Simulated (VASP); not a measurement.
Set up this calculation in VASP 6.6.1, as the native input.

- Task: Born charges and dielectric tensor
- Functional: RPBE
- Potentials or basis: VASP PAW PBE potentials, release 64 (Cd, Te)
- Cutoff: 600 eV
- k mesh: 10 × 10 × 10
- Occupations: gaussian, width 0.02 eV
- Spin: no spin polarisation
- Further INCAR settings: ALGO = Normal; EDIFF = 1e-08; IBRION = 8; NSW = 1

The structure of CdTe lies in POSCAR:

```
CdTe
1.0
    0.0000000000      3.3611700000      3.3611700000
    3.3611700000      0.0000000000      3.3611700000
    3.3611700000      3.3611700000      0.0000000000
Cd Te
1 1
Direct
    0.0000000000      0.0000000000      0.0000000000
    0.7500000000      0.7500000000      0.7500000000
```

The cell is a database's computed one.

One way to write it, as run:

INCAR

```
ALGO = Normal ; EDIFF = 1E-8
ENCUT = 600 ; GGA = RP
IBRION = 8 ; ISIF = 2
ISMEAR = 0 ; LASPH = True
LCHARG = False ; LEPSILON = True
LREAL = False ; LWAVE = False
NELM = 60 ; NSW = 1
PREC = Accurate ; SIGMA = 0.02
```

KPOINTS

```
k-points
0
Gamma
  10 10 10
```

Potentials or basis: VASP PAW PBE potentials, release 64 (Cd, Te).

Run with:

```sh
$ cat potpaw_PBE.64/Cd/POTCAR potpaw_PBE.64/Te/POTCAR > POTCAR
$ mpirun -np 1 vasp_std > vasp.out
```

Results of the run:

```yaml
Band_gap_on_the_k_mesh: 0.59 eV, direct
Electronic_dielectric_tensor_diagonal: 10.17
Born_charges_mean_of_the_diagonal: Cd +2.42; Te -2.42 e
Highest_phonon_frequency_at_Γ_LO-TO_splitting_left_out: 122 cm⁻¹
```

Caveat: the gap is small at this level, which inflates the dielectric constant; spin-orbit coupling is left out, which moves the levels of the heavy elements.

It took 19 min on 1 thread of AMD EPYC 9R45 96-Core Processor (Zen 5), on a shared host, peak memory 0.68 GiB.
